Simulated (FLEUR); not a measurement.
The system is SrCl2.

```
Sr Cl
1.0
     0.00000    3.48835    3.48835
     3.48835    0.00000    3.48835
     3.48835    3.48835    0.00000
Sr Cl
1 2
Direct
  0.00000 0.00000 0.00000
  0.75000 0.75000 0.75000
  0.25000 0.25000 0.25000
```

Base run:

| Item | Value |
| --- | --- |
| Program | FLEUR MaX-R8.1 (later development tree) |
| Functional | LDA |
| Potentials or basis | all-electron |
| Basis | FLAPW |
| Kmax | 4.1 1/bohr |
| k mesh | 7 × 7 × 7 |
| Occupations | fermi-dirac, width 0.05 eV |
| Spin | no spin polarisation |

Its results: band gap on the k mesh 4.92 eV, indirect (least direct gap 5.23 eV).

Question: The run is repeated on the same cell with these changes: functional from LDA to PBEsol. What comes out?

Answer: Band gap on the k mesh 5.18 eV, indirect (least direct gap 5.48 eV).

A k mesh can miss the band edges.

Not every run made on this cell is shown here.
